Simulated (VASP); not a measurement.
Set up this calculation in VASP 6.6.1, as the native input.

```yaml
Task: relaxation of cell and atoms
Functional: revPBE
Potentials_or_basis: VASP PAW PBE potentials, release 64 (Y_sv)
Cutoff: 600 eV
k_mesh: 11 × 11 × 11
Occupations: fermi-dirac, width 0.1 eV
Spin: no spin polarisation
Dipole_correction: no
Further_INCAR_settings: ALGO = Normal; EDIFF = 1e-06; IBRION = 2; EDIFFG = -0.01; NSW = 80; ISIF = 3
```

The structure of Y lies in POSCAR:

```
Y
1.0
    0.0000000000      2.5461215815      2.5461215815
    2.5461215815      0.0000000000      2.5461215815
    2.5461215815      2.5461215815      0.0000000000
Y
1
Direct
    0.0000000000      0.0000000000      0.0000000000
```

The cell was built by a generator and needn't be a form met in nature.

The input as run:

INCAR

```
SYSTEM = Y
PREC = Accurate
ENCUT = 600
EDIFF = 1E-6
ISMEAR = -1
SIGMA = 0.1
LREAL = .FALSE.
LASPH = .TRUE.
NELM = 80
ALGO = Normal
ISIF = 3
LWAVE = .FALSE.
LCHARG = .FALSE.
GGA = RE
IBRION = 2
NSW = 80
EDIFFG = -0.01
```

KPOINTS

```
regular mesh
0
G
  11 11 11
  0 0 0
```

Potentials or basis: VASP PAW PBE potentials, release 64 (Y_sv).

Command:

```console
$ cat potpaw_PBE.64/Y_sv/POTCAR > POTCAR
$ mpirun -np 1 vasp_std > vasp.out
```

Results of the run:

```yaml
Relaxed_volume: 33.52 Å³/atom
Relaxed_cell: a = 3.619 Å, b = 3.619 Å, c = 3.619 Å, α = 60.00°, β = 60.00°, γ = 60.00°
Space_group_after_relaxing_to_0.05_Å: Fm-3m (No. 225)
Energy_gained_by_relaxing: 0.7 meV/atom
Ionic_steps: 2
Pressure_after_relaxing: 0.0 GPa
Band_gap_on_the_k_mesh: none (metal or under the smearing width)
```

Caveat: the PAW data sets were made with another functional, which shifts forces and pressure a little.

Wall time 57 s on 1 thread of Intel(R) Xeon(R) Platinum 8375C CPU @ 2.90GHz (Ice Lake), with other jobs on the host, peak memory 0.2 GiB.
